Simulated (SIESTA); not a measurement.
The system is CoO.

```xyz
4
Lattice="3.1976 0.0000 0.0000 -1.5988 2.7692 0.0000 0.0000 0.0000 5.2287" Properties=species:S:1:pos:R:3 pbc="T T T"
Co    0.0000    1.8462    2.6319
Co    0.0000    0.0000    0.0182
O     0.0000    1.8462    4.5571
O     0.0000    0.0000    1.9430
```

Measurements of this composition are mostly on another form, of space group No. 225.

```yaml
Program: SIESTA 5.4.2
Task: single point
Functional: PBEsol
Potentials_or_basis: PseudoDojo 0.4 standard (PBEsol files)
Basis: DZP (energy shift 0.003 Ry; two zetas on semicore shells)
Grid_cutoff: 800 Ry
Energy_shift: 0.003 Ry
k_mesh: 10 × 10 × 5
Occupations: fermi-dirac, width 0.05 eV
Spin: collinear spin, ferromagnetic start
Starting_moments: "[2.0, 2.0, 0.0, 0.0] μB"
```

On this cell: pressure -6.2 GPa; largest force 0.292 eV/Å; net moment 5.83 μB per cell; site moments Co +2.52; O +0.40 μB; band gap on the k mesh none (metal or under the smearing width).

The same run follows on a disturbed copy (atoms moved at random, drawn with an rms of 0.05 Å):

```
Co O
1.0
     3.19765    0.00000    0.00000
    -1.59882    2.76924    0.00000
     0.00000    0.00000    5.22871
Co O
2 2
Cartesian
  -0.0087 1.8761 2.5932
  0.0263 0.0192 0.0067
  0.0353 1.8363 4.5096
  -0.0136 -0.0645 1.9377
```

**Question.** What changes?

**Answer.** The energy (extrapolated to zero smearing) moves by +7.0 meV/atom; pressure -5.9 GPa; largest force 0.495 eV/Å; net moment 5.83 μB per cell; site moments Co +2.51, +2.52; O +0.41, +0.40 μB; band gap on the k mesh none (metal or under the smearing width).

Forces in eV/Å, atoms in the order of the input:
```
Co  -0.065 -0.415 -0.181
Co   0.045 -0.106 -0.324
O   -0.046  0.083  0.486
O    0.067  0.438  0.020
```

Stress tensor (GPa, compression positive):
```
-5.56  0.56 -0.05
 0.56 -8.60 -1.25
-0.05 -1.25 -3.68
```

Caveats: short orbitals over semicore shells can move pressures by several GPa; the basis of atomic orbitals isn't converged, which shifts pressures, moduli and gaps; semilocal functionals often make such compounds metallic where correlation or magnetic order opens a gap, which also shifts bond lengths.
